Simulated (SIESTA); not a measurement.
# Ge under changes of volume

One of the cells (20.454 Å³/atom); the others are scaled copies at fixed shape and fractional positions:

```
CELL_PARAMETERS angstrom
5.93000 0.00000 0.00000
0.00000 5.93000 0.00000
0.00000 0.00000 6.98000
ATOMIC_POSITIONS crystal
Ge 0.37500 0.16670 0.75000
Ge 0.33330 0.87500 0.50000
Ge 0.62500 0.83330 0.25000
Ge 0.66670 0.12500 0.00000
Ge 0.87500 0.33330 0.50000
Ge 0.83330 0.62500 0.75000
Ge 0.12500 0.66670 0.00000
Ge 0.16670 0.37500 0.25000
Ge 0.57500 0.42500 0.25000
Ge 0.92500 0.92500 0.50000
Ge 0.42500 0.57500 0.75000
Ge 0.07500 0.07500 0.00000
```

This isn't the form of Ge at room conditions, which is diamond.

| Item | Value |
| --- | --- |
| Program | SIESTA 5.4.2 |
| Functional | LDA |
| Potentials or basis | PseudoDojo 0.4 standard (LDA files) |
| Basis | DZP (energy shift 0.003 Ry; two zetas on semicore shells) |
| Grid cutoff | 800 Ry |
| Energy shift | 0.003 Ry |
| k mesh | 4 × 4 × 3 |
| Occupations | fermi-dirac, width 0.05 eV |
| Spin | no spin polarisation |

```csv
volume (Å³/atom),energy over the lowest point (meV/atom),pressure (GPa),gap on the mesh (eV),largest force (eV/Å)
19.227,14.54,4.5,1.12,1.048
19.636,?,?,?,?
20.045,0.69,1.0,1.02,0.944
20.454,0.00,-0.5,0.97,0.897
20.863,2.91,-1.8,0.92,0.855
21.272,9.03,-3.0,0.88,0.817
```

Task: What does the run at 19.636 Å³/atom give?

Result: Energy over the lowest point 5.38 meV/atom; pressure 2.7 GPa; gap on the mesh 1.07 eV; largest force 0.994 eV/Å.

Worked out: A Birch-Murnaghan fit of order 3 (a polynomial in V^(-2/3)) to the other rows has its minimum at 20.32 Å³/atom with B0 = V·E''(V) = 72 GPa and B' = 4.4 at fixed shape and positions, which overstates the stiffness. It gives 5.38 meV/atom at 19.636 Å³/atom, against the run's 5.38, and -dE/dV = 2.7 GPa, against 2.7. A straight line through the other rows of the gap, of slope -2.4 eV per unit of ln V, gives 1.07 eV, against the run's 1.07.

Energies are extrapolated to zero smearing.

Caveats: an odd mesh through Γ misses points on the zone boundary, where band edges often lie; the basis of atomic orbitals isn't converged, which shifts pressures, moduli and gaps; forces of over 1 eV/Å show positions far from the minimum, so gaps and moduli don't describe the material at rest (some runs). Spin-orbit coupling on Ge is left out.
